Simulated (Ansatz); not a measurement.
# Phases of CoSi at 270 GPa

Structure types of CoSi are relaxed in primitive cells with their symmetry kept at 270 GPa on PAW files, and LAPW takes those cells. The enthalpy is E + pV at zero temperature, without zero-point motion. Only the types listed were tried, and differences under about 5 meV/atom are mesh noise. The real phase may be another.

Computed with Ansatz 0.2.0; functional PBEsol, scalar-relativistic. Settings: Fermi–Dirac smearing of 0.08 eV, spin-polarised from start moments Co1 1.7 μB. Methods: LAPW: all electrons, basis error target 0.5 meV/atom; PAW: frozen-core files, cutoff 420 eV.

k meshes: rocksalt 17×17×17, CsCl 17×17×17, zincblende 15×15×15, wurtzite 11×11×6.

The start moments died away, and the runs ended non-magnetic. The PAW files were made under PBE.

Question: Which type is lowest in enthalpy, and by how much?

Answer: CsCl, 2092 meV/atom below rocksalt. The whole table:

```csv
start type,ends as,"a, b, c (Å)",V (Å³/atom),"H − H(lowest), LAPW (meV/atom)","same, PAW",moment (μB/atom)
rocksalt,"rocksalt, Fm-3m","3.882, 3.882, 3.882",7.32,2091.7,2089.6,0.00
CsCl,"CsCl, Pm-3m","2.383, 2.383, 2.383",6.76,0.0,0.0,0.00
zincblende,"zincblende, F-43m","4.064, 4.064, 4.064",8.39,5320.6,5311.7,0.00
wurtzite,"flat h-MgO, P6_3/mmc","3.147, 3.147, 3.757",8.06,3972.8,3967.4,0.00
```
